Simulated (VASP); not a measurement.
# CaS (Fm-3m) in VASP: band structure with LDA

Aim: the band structure of CaS with LDA.

Everything below comes from runs of VASP 6.6.1. Logs are shortened: lines on timing, memory, paths and dates and some standing lists are left out, and cuts for length are marked.

### 1 The structure

It takes space group Fm-3m (No. 225, cubic). Conventional cell: a = 5.572 Å, b = 5.572 Å, c = 5.572 Å, α = 90.00°, β = 90.00°, γ = 90.00°. Ca (site symmetry m-3m) has 6 S at 2.79 Å as nearest neighbours. S (site symmetry m-3m) is surrounded by 6 Ca at 2.79 Å.

The cell was built by a generator and needn't be a form met in nature.

### 2 Band structure, LDA

The input, INCAR:

```
SYSTEM = CaS
PREC = Accurate
ENCUT = 520
EDIFF = 1E-6
ISMEAR = 0
SIGMA = 0.02
LREAL = .False.
LASPH = .True.
NELM = 60
ALGO = Normal
ISIF = 2
LWAVE = .False.
LCHARG = .False.
GGA = CA
NBANDS = 15
```

The input, KPOINTS:

```
regular mesh
0
Gamma
  8 8 8
  0 0 0
```

The input, POSCAR:

```
CaS                                     
1.0
   -0.0000000000      2.7862012356      2.7862012356
    2.7862012356      0.0000000000      2.7862012356
    2.7862012356      2.7862012356      0.0000000000
  Ca              S             
     1     1
Direct
     0.0000000000000000    0.0000000000000000    0.0000000000000000
     0.5000000000000000    0.5000000000000000    0.5000000000000000
```

The input, KPOINTS_OPT:

```
path GXWKGLUWLK,UX
10
line-mode
reciprocal
 0.0000000000  0.0000000000  0.0000000000  G
 0.5000000000  0.0000000000  0.5000000000  X

 0.5000000000  0.0000000000  0.5000000000  X
 0.5000000000  0.2500000000  0.7500000000  W

 0.5000000000  0.2500000000  0.7500000000  W
 0.3750000000  0.3750000000  0.7500000000  K

 0.3750000000  0.3750000000  0.7500000000  K
 0.0000000000  0.0000000000  0.0000000000  G

 0.0000000000  0.0000000000  0.0000000000  G
 0.5000000000  0.5000000000  0.5000000000  L

 0.5000000000  0.5000000000  0.5000000000  L
 0.6250000000  0.2500000000  0.6250000000  U

 0.6250000000  0.2500000000  0.6250000000  U
 0.5000000000  0.2500000000  0.7500000000  W

 0.5000000000  0.2500000000  0.7500000000  W
 0.5000000000  0.5000000000  0.5000000000  L

 0.5000000000  0.5000000000  0.5000000000  L
 0.3750000000  0.3750000000  0.7500000000  K

 0.6250000000  0.2500000000  0.6250000000  U
 0.5000000000  0.0000000000  0.5000000000  X
```

Potentials or basis: VASP PAW LDA potentials, release 64 (Ca_sv, S).

Started as:

```sh
$ cat potpaw_LDA.64/Ca_sv/POTCAR potpaw_LDA.64/S/POTCAR > POTCAR
$ mpirun -np 1 vasp_std > vasp.out
```

OUTCAR:

```text
SYSTEM = CaS
   PREC = Accurate
   ENCUT = 520
   EDIFF = 1E-6
   ISMEAR = 0
   LREAL = .False.
   LASPH = .True.
   NELM = 60
   ISIF = 2
   GGA = CA

 ion  position               nearest neighbor table
   1  0.000  0.000  0.000-   2 2.79   2 2.79   2 2.79   2 2.79   2 2.79   2 2.79
   2  0.500  0.500  0.500-   1 2.79   1 2.79   1 2.79   1 2.79   1 2.79   1 2.79

  LATTYP: Found a face centered cubic cell.
 ALAT       =     5.5724024712

  Lattice vectors:

 A1 = (   0.0000000000,   2.7862012356,   2.7862012356)
 A2 = (   2.7862012356,   0.0000000000,   2.7862012356)
 A3 = (   2.7862012356,   2.7862012356,   0.0000000000)

Analysis of symmetry for initial positions (statically):
=====================================================================
 Subroutine PRICEL returns:
 Original cell was already a primitive cell.

 Routine SETGRP: Setting up the symmetry group for a
 face centered cubic supercell.

 Subroutine GETGRP returns: Found 48 space group operations
 (whereof 48 operations were pure point group operations)
 out of a pool of 48 trial point group operations.

The static configuration has the point symmetry O_h .

Analysis of symmetry for dynamics (positions and initial velocities):
=====================================================================
 Subroutine PRICEL returns:
 Original cell was already a primitive cell.

 Routine SETGRP: Setting up the symmetry group for a
 face centered cubic supercell.

 Subroutine GETGRP returns: Found 48 space group operations
 (whereof 48 operations were pure point group operations)
 out of a pool of 48 trial point group operations.

The dynamic configuration has the point symmetry O_h .

 Subroutine INISYM returns: Found 48 space group operations
 (whereof 48 operations are pure point group operations),
 and found     1 'primitive' translations

----------------------------------------------------------------------------------------

                                     Primitive cell

  volume of cell :      43.2581

  direct lattice vectors                    reciprocal lattice vectors
     0.000000000  2.786201236  2.786201236    -0.179455810  0.179455810  0.179455810
     2.786201236  0.000000000  2.786201236     0.179455810 -0.179455810  0.179455810
     2.786201236  2.786201236  0.000000000     0.179455810  0.179455810 -0.179455810

  length of vectors
     3.940283575  3.940283575  3.940283575     0.310826581  0.310826581  0.310826581

  position of ions in fractional coordinates (direct lattice)
     0.000000000  0.000000000  0.000000000
     0.500000000  0.500000000  0.500000000

  ion indices of the primitive-cell ions
   primitive index   ion index
                 1           1
                 2           2

----------------------------------------------------------------------------------------

 KPOINTS: regular mesh

Automatic generation of k-mesh.
 Grid dimensions read from file:
 generate k-points for:    8    8    8

 Generating k-lattice:

  Cartesian coordinates                     Fractional coordinates (reciprocal lattice)
    -0.022431976  0.022431976  0.022431976     0.125000000  0.000000000  0.000000000
     0.022431976 -0.022431976  0.022431976     0.000000000  0.125000000  0.000000000
     0.022431976  0.022431976 -0.022431976     0.000000000  0.000000000  0.125000000

  Length of vectors
     0.038853323  0.038853323  0.038853323

  Shift w.r.t. Gamma in fractional coordinates (k-lattice)
     0.000000000  0.000000000  0.000000000

 Subroutine IBZKPT returns following result:
 ===========================================

 Found     29 irreducible k-points:

 Following reciprocal coordinates:
            Coordinates               Weight
  0.000000  0.000000  0.000000      1.000000
  0.125000  0.000000  0.000000      8.000000
  0.250000  0.000000  0.000000      8.000000
  0.375000  0.000000  0.000000      8.000000
  0.500000  0.000000  0.000000      4.000000
  0.125000  0.125000  0.000000      6.000000
[... 16 lines left out ...]
  0.500000  0.250000  0.125000     48.000000
 -0.375000  0.250000  0.125000     24.000000
 [... further k-points ...]
   k-points           NKPTS =     29   k-points in BZ     NKDIM =     29   number of bands    NBANDS=     15
   number of dos      NEDOS =    301   number of ions     NIONS =      2
   total plane-waves  NPLWV =  27000
   dimension x,y,z NGX =    30 NGY =   30 NGZ =   30
   dimension x,y,z NGXF=    60 NGYF=   60 NGZF=   60
   ions per type =               1   1
   NGX,Y,Z   is equivalent  to a cutoff of  12.66, 12.66, 12.66 a.u.
   NGXF,Y,Z  is equivalent  to a cutoff of  25.31, 25.31, 25.31 a.u.
 SYSTEM =  CaS
   PREC   = accura    normal or accurate (medium, high low for compatibility)
   ISTART =      0    job   : 0-new  1-cont  2-samecut
   ICHARG =      2    charge: 1-file 2-atom 10-const
   ISPIN  =      1    spin polarized calculation?
   LNONCOLLINEAR =      F non collinear calculations
   LSORBIT =      F    spin-orbit coupling
   LASPH  =      T    aspherical Exc in radial PAW
   ENCUT  =  520.0 eV  38.22 Ry    6.18 a.u.   7.33  7.33  7.33*2*pi/ulx,y,z
   NELM   =     60;   NELMIN=  2; NELMDL= -5     # of ELM steps
   EDIFF  = 0.1E-05   stopping-criterion for ELM
   LREAL  =      F    real-space projection
   EDIFFG = 0.1E-04   stopping-criterion for IOM
   NSW    =      0    number of steps for IOM
   IBRION =     -1    ionic relax: 0-MD 1-quasi-New 2-CG
   NFREE  =      0    steps in history (QN), initial steepest desc. (CG)
   ISIF   =      2    stress and relaxation
   ISYM   =      2    0-nonsym 1-usesym 2-fastsym
   POTIM  = 0.5000    time-step for ionic-motion
   TEBEG  =    0.0;   TEEND  =   0.0 temperature during run
   PSTRESS=    0.0 pullay stress
   NELECT =      16.0000    total number of electrons
   NUPDOWN=      -1.0000    fix difference up-down
   EMIN   =  10.00;   EMAX   =-10.00  energy-range for DOS
   EFERMI =   0.00;   METHOD = LEGACY
   ISMEAR =     0;   SIGMA  =   0.02  broadening in eV -4-tet -1-fermi 0-gaus
   EFERMI_NEDOS =   21; number of points for ismear=-14 and -15
   IALGO  =     38    algorithm
   IMIX   =      4    mixing-type and parameters
     AMIX     =   0.40;   BMIX     =  1.00
     AMIX_MAG =   1.60;   BMIX_MAG =  1.00
  volume/ion in A,a.u.               =      21.63       145.96
  Fermi-wavevector in a.u.,A,eV,Ry     =   1.175147  2.220707 18.789257  1.380971
  Thomas-Fermi vector in A             =   2.311533
   LORBIT       =      0    0 simple, 1 ext, 2 COOP (PROOUT), +10 PAW based schemes
   GGA     = CA    functional components
   LHFCALC =     F    Hartree Fock is set to
   AEXX    =    0.0000 exact exchange contribution
   IVDW    =     0    specifies the selected vdW correction
   LEPSILON=     F    determine dielectric tensor
   LRPA    =     F    only Hartree local field effects (RPA)
 non-spin polarized calculation
 Gauss-broadening in eV      SIGMA  =   0.02
  energy-cutoff  :      520.00
  volume of cell :       43.26
 maximum number of plane-waves:      1211
 NGX is ok and might be reduce to    30
   NGX = 15   NGY = 15   NGZ = 15

 number of electron      15.9999997 magnetization

 Free energy of the ion-electron system (eV)
  ---------------------------------------------------
  ext. energy  EPLUGINS =         0.00000000
  ---------------------------------------------------
  free energy    TOTEN  =       -11.43374110 eV

  energy without entropy =      -11.43374110  energy(sigma->0) =      -11.43374110

 E-fermi :   3.1563     XC(G=0):  -9.9789

 val. band max:        3.0474430272   @ k =   0.0000   0.0000   0.0000
 cond. band min:       5.0220387503   @ k =   0.5000   0.5000   0.0000
 fundamental gap:      1.9745957231
 Fermi energy:         3.1563439762

 k-point     1 :       0.0000    0.0000    0.0000
  band No.  band energies     occupation
      1     -35.4805      2.00000
      2     -16.7669      2.00000
      3     -16.7669      2.00000
      4     -16.7669      2.00000
      5      -8.4704      2.00000
      6       3.0474      2.00000
      7       3.0474      2.00000
      8       3.0474      2.00000
      9       6.9835      0.00000
     10       6.9835      0.00000
     11       6.9835      0.00000
     12       7.3527      0.00000
     13       7.6850      0.00000
     14       7.6850      0.00000
     15      13.8245      0.00000

 k-point     2 :       0.1250    0.0000    0.0000
  band No.  band energies     occupation
      1     -35.4780      2.00000
      2     -16.8034      2.00000
      3     -16.7695      2.00000
      4     -16.7695      2.00000
      5      -8.3392      2.00000
      6       2.3148      2.00000
      7       2.7770      2.00000
      8       2.7770      2.00000
      9       7.0248      0.00000
     10       7.2368      0.00000
     11       7.2368      0.00000
     12       8.1379      0.00000
     13       8.1527      0.00000
     14       8.1527      0.00000
     15      14.1099      0.00000

 k-point     3 :       0.2500    0.0000    0.0000
  band No.  band energies     occupation
      1     -35.4717      2.00000
      2     -16.8895      2.00000
      3     -16.7758      2.00000
      4     -16.7758      2.00000
      5      -8.0057      2.00000
      6       1.0356      2.00000
      7       2.2612      2.00000
      8       2.2612      2.00000
      9       7.1746      0.00000
     10       7.8756      0.00000
     11       7.8756      0.00000
     12       9.2958      0.00000
     13       9.2958      0.00000
     14       9.5290      0.00000
     15      13.6552      0.00000

 k-point     4 :       0.3750    0.0000    0.0000
  band No.  band energies     occupation
      1     -35.4655      2.00000
      2     -16.9725      2.00000
      3     -16.7821      2.00000
      4     -16.7821      2.00000
      5      -7.6397      2.00000
      6       0.0188      2.00000
      7       1.8556      2.00000
      8       1.8556      2.00000
      9       7.6517      0.00000
     10       8.7340      0.00000
     11       8.7340      0.00000
     12       9.7632      0.00000
     13      10.5901      0.00000
     14      10.5901      0.00000
     15      13.1046      0.00000
[... 307 lines left out ...]
 k-point    22 :       0.3750    0.2500    0.1250
  band No.  band energies     occupation
      1     -35.4671      2.00000
      2     -16.9026      2.00000
      3     -16.8133      2.00000
      4     -16.7864      2.00000
      5      -7.8535      2.00000
      6       0.6752      2.00000
      7       2.0696      2.00000
      8       2.0930      2.00000
      9       6.6173      0.00000
     10       8.3495      0.00000
     11       8.7261      0.00000
     12       8.9283      0.00000
     13       9.5632      0.00000
     14      11.3637      0.00000
     15      12.9381      0.00000

 k-point    23 :       0.5000    0.2500    0.1250
  band No.  band energies     occupation
      1     -35.4622      2.00000
      2     -16.9436      2.00000
      3     -16.8318      2.00000
      4     -16.7966      2.00000
      5      -7.6328      2.00000
      6       0.2918      2.00000
      7       1.5798      2.00000
      8       1.8207      2.00000
      9       7.1864      0.00000
     10       8.9350      0.00000
     11       9.2143      0.00000
     12       9.3703      0.00000
     13      10.0702      0.00000
     14      11.7281      0.00000
     15      12.0789      0.00000

 k-point    24 :      -0.3750    0.2500    0.1250
  band No.  band energies     occupation
      1     -35.4601      2.00000
      2     -16.9612      2.00000
      3     -16.8362      2.00000
      4     -16.8032      2.00000
      5      -7.5381      2.00000
      6       0.1474      2.00000
      7       1.3759      2.00000
      8       1.7208      2.00000
      9       7.9299      0.00000
     10       8.2680      0.00000
     11       9.5326      0.00000
     12       9.9421      0.00000
     13      10.2266      0.00000
     14      11.2020      0.00000
     15      12.6770      0.00000

 [... further k-points ...]
[... 5 lines left out ...]
  --------------------------------------------------------------------------------------
  -------------------------------------------------------------------------------------
  Total       -0.0113452     -0.0113452     -0.0113452      0.0000000      0.0000000      0.0000000
  in kB       -0.4201992     -0.4201992     -0.4201992      0.0000000      0.0000000      0.0000000
  external PRESSURE =      -0.4201992 kB  Pullay stress =       0.0000000 kB

 VOLUME and BASIS-vectors are now :
 -----------------------------------------------------------------------------
  energy-cutoff  :      520.00
  volume of cell :       43.26
      direct lattice vectors                 reciprocal lattice vectors
     0.000000000  2.786201236  2.786201236    -0.179455810  0.179455810  0.179455810
     2.786201236  0.000000000  2.786201236     0.179455810 -0.179455810  0.179455810
     2.786201236  2.786201236  0.000000000     0.179455810  0.179455810 -0.179455810

 POSITION                                       TOTAL-FORCE (eV/Angst)
 -----------------------------------------------------------------------------------
      0.00000      0.00000      0.00000         0.000000     -0.000000     -0.000000
      2.78620      2.78620      2.78620         0.000000      0.000000      0.000000
 -----------------------------------------------------------------------------------
    total drift:                               -0.000000      0.000000      0.000000

  FREE ENERGIE OF THE ION-ELECTRON SYSTEM (eV)
  ---------------------------------------------------
  free  energy   TOTEN  =       -11.4337411003 eV

  energy  without entropy=      -11.4337411003  energy(sigma->0) =      -11.43374110
```

It took 28 s on 1 thread of Intel Xeon Platinum 8559C (Emerald Rapids), shared host; peak memory 0.16 GiB.

Results:

```
Free energy             : -11.4337 eV
Pressure                : 0.0 GPa
Band gap on the k mesh  : 1.97 eV, indirect (least direct gap 2.84 eV)
Band gap along the path : 1.97 eV, indirect (least direct gap 2.84 eV)
```

Levels at the corners of the path, in eV from the valence-band top:
| point | band 4 | band 5 | band 6 | band 7 | band 8 | band 9 | band 10 | band 11 | band 12 | band 13 |
| --- | --- | --- | --- | --- | --- | --- | --- | --- | --- | --- |
| Γ | -19.81 | -11.52 | 0.00 | 0.00 | 0.00 | 3.94 | 3.94 | 3.94 | 4.31 | 4.64 |
| X | -19.88 | -10.81 | -2.45 | -0.87 | -0.87 | 1.97 | 5.58 | 6.10 | 6.88 | 6.88 |
| X | -19.88 | -10.81 | -2.45 | -0.87 | -0.87 | 1.97 | 5.58 | 6.10 | 6.88 | 6.88 |
| W | -19.90 | -10.65 | -1.95 | -1.95 | -1.74 | 4.70 | 4.70 | 6.02 | 6.57 | 6.89 |
| W | -19.90 | -10.65 | -1.95 | -1.95 | -1.74 | 4.70 | 4.70 | 6.02 | 6.57 | 6.89 |
| K | -19.86 | -10.67 | -2.21 | -2.07 | -1.14 | 3.44 | 6.35 | 6.46 | 6.52 | 6.69 |
| K | -19.86 | -10.67 | -2.21 | -2.07 | -1.14 | 3.44 | 6.35 | 6.46 | 6.52 | 6.69 |
| Γ | -19.81 | -11.52 | 0.00 | 0.00 | 0.00 | 3.94 | 3.94 | 3.94 | 4.31 | 4.64 |
| Γ | -19.81 | -11.52 | 0.00 | 0.00 | 0.00 | 3.94 | 3.94 | 3.94 | 4.31 | 4.64 |
| L | -19.83 | -10.52 | -3.42 | -1.34 | -1.34 | 5.15 | 6.10 | 6.21 | 6.21 | 8.47 |
| L | -19.83 | -10.52 | -3.42 | -1.34 | -1.34 | 5.15 | 6.10 | 6.21 | 6.21 | 8.47 |
| U | -19.86 | -10.67 | -2.21 | -2.07 | -1.14 | 3.44 | 6.35 | 6.46 | 6.52 | 6.69 |
| U | -19.86 | -10.67 | -2.21 | -2.07 | -1.14 | 3.44 | 6.35 | 6.46 | 6.52 | 6.69 |
| W | -19.90 | -10.65 | -1.95 | -1.95 | -1.74 | 4.70 | 4.70 | 6.02 | 6.57 | 6.89 |
| W | -19.90 | -10.65 | -1.95 | -1.95 | -1.74 | 4.70 | 4.70 | 6.02 | 6.57 | 6.89 |
| L | -19.83 | -10.52 | -3.42 | -1.34 | -1.34 | 5.15 | 6.10 | 6.21 | 6.21 | 8.47 |
| L | -19.83 | -10.52 | -3.42 | -1.34 | -1.34 | 5.15 | 6.10 | 6.21 | 6.21 | 8.47 |
| K | -19.86 | -10.67 | -2.21 | -2.07 | -1.14 | 3.44 | 6.35 | 6.46 | 6.52 | 6.69 |
| U | -19.86 | -10.67 | -2.21 | -2.07 | -1.14 | 3.44 | 6.35 | 6.46 | 6.52 | 6.69 |
| X | -19.88 | -10.81 | -2.45 | -0.87 | -0.87 | 1.97 | 5.58 | 6.10 | 6.88 | 6.88 |
